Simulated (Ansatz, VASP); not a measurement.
# One calculation of Hg, two programs

```
Hg
1.0
     1.74632    1.00824    2.14788
    -1.74632    1.00824    2.14788
     0.00000   -2.01648    2.14788
Hg
1
Direct
  0.00000 0.00000 0.00000
```

Alike in both runs: task single point; functional LDA; k mesh 11 × 11 × 11; occupations fermi-dirac, width 0.1 eV; no spin polarisation.

```csv
,VASP,Ansatz
version,VASP 6.6.1,Ansatz 0.2.0
potentials or method,"VASP PAW LDA potentials, release 64 (Hg)","plane waves (420 eV) with PAW, scalar-relativistic"
plane-wave cutoff (eV),520,420
valence electrons in the cell,12,20
```

|  | VASP | Ansatz | Ansatz less VASP |
| --- | --- | --- | --- |
| pressure (GPa) | 0.7 | 0.0 | -0.73 |
| largest component of the traceless stress (GPa) | 0.30 | 0.03 | -0.275 |

The two sets of potentials don't hold the same shells in valence. Ansatz warned: «pseudo_functional_mismatch».

Spin-orbit coupling is left out, which matters for the levels of Hg.
